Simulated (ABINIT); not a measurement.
Write the native input for ABINIT 10.8.3 (patched build) that does the following.

| Item | Value |
| --- | --- |
| Task | band structure |
| Functional | WC |
| Potentials or basis | JTH PAW PBE v2.0 |
| Cutoff | 463 eV |
| k mesh | 10 × 10 × 8 |
| Occupations | fermi-dirac, width 0.05 eV |
| Spin | no spin polarisation |
| Fine-grid cutoff | 925.187 eV |
| Exchange and correlation inside the PAW spheres | full angular mesh (pawxcdev 0, this build's default; the released program takes 1) |

The system is HfB2.

```xyz
3
Lattice="3.1400 0.0000 0.0000 -1.5700 2.7193 0.0000 0.0000 0.0000 3.4800" Properties=species:S:1:pos:R:3 pbc="T T T"
Hf    0.0000    0.0000    0.0000
B     1.5700    0.9064    1.7400
B     0.0000    1.8129    1.7400
```

One way to write it, as run:

run.abi

```
# Datasets: ground state, then fixed potential
ndtset 2

# Pseudopotentials
pp_dirpath "./"
pseudos "Hf.GGA_PBE-JTH.xml, B.GGA_PBE-JTH.xml"

# Structure
acell 3*1.0
rprim
     5.9337400313     0.0000000000     0.0000000000
    -2.9668700157     5.1387696066     0.0000000000
     0.0000000000     0.0000000000     6.5762469137
ntypat 2
znucl 72 5
natom 3
typat 1 2 2
xred
     0.0000000000     0.0000000000     0.0000000000
     0.6666666667     0.3333333333     0.5000000000
     0.3333333333     0.6666666667     0.5000000000

# Plane-wave basis
ecut 17.0
pawecutdg 34.0

# Exchange and correlation
ixc 23

# Bands and occupations
occopt 3
tsmear 0.00183747

# SCF cycle
nstep 100

# Output
iomode 3
prtwf 0
prteig 0
prtebands 0
prtden1 1

# Dataset 1
kptopt1 1
ngkpt1 10 10 8
nshiftk1 1
shiftk1 0.0 0.0 0.0
nband1 13
tolvrs1 1.0e-9

# Dataset 2: bands along G-M-K-G-A-L-H-A
iscf2 -2
getden2 1
nband2 17
nbdbuf2 2
tolwfr2 1.0e-12
kptopt2 -7
ndivsm2 6
prteig2 1
kptbounds2
     0.0000000000     0.0000000000     0.0000000000
     0.5000000000     0.0000000000     0.0000000000
     0.3333333333     0.3333333333     0.0000000000
     0.0000000000     0.0000000000     0.0000000000
     0.0000000000     0.0000000000     0.5000000000
     0.5000000000     0.0000000000     0.5000000000
     0.3333333333     0.3333333333     0.5000000000
     0.0000000000     0.0000000000     0.5000000000
```

Potentials or basis: JTH PAW PBE v2.0.

Run with:

```console
$ abinit run.abi > log 2>&1
```

Results of the run:

| Item | Value |
| --- | --- |
| Band gap on the k mesh | none (metal or under the smearing width) |
| Valence electrons inside the program's atomic spheres | Hf 9.69; B 1.85 |

Caveat: spin-orbit coupling is left out, which moves the levels of the heavy elements.

Wall time 35 s on 1 thread of Arm Neoverse V1, with other jobs on the host, peak memory 0.11 GiB.
